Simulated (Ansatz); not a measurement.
# Electric field gradients in BN

The calculation used DFT PBEsol, scalar-relativistic, plane waves, PAW (Ansatz 0.2.0). Settings: 420 eV plane-wave cutoff, Γ-centred 12×12×4 mesh, fixed occupations. No spin polarisation.

Equilibrium structure at this level:
```
B N
1.0
     2.50431    0.00000    0.00000
    -1.25216    2.16880    0.00000
     0.00000    0.00000    7.03285
B N
2 2
Direct
  0.33333 0.66667 0.25000
  0.66667 0.33333 0.75000
  0.33333 0.66667 0.75000
  0.66667 0.33333 0.25000
```

The crystal is built of layers and no dispersion correction was added, so the binding between them is poorly described, and with it their spacing and whatever depends on it.

Question: Give V_zz (10²¹ V/m²) and the asymmetry η at each distinct site.

Answer:
```tsv
atom	V_zz	η
B (atom 1)	2.78	0.00
N (atom 3)	-0.071	0.00
```

Cost: 1 run of about 0.021 core-minutes, on Arm Neoverse V2 (shared hosts).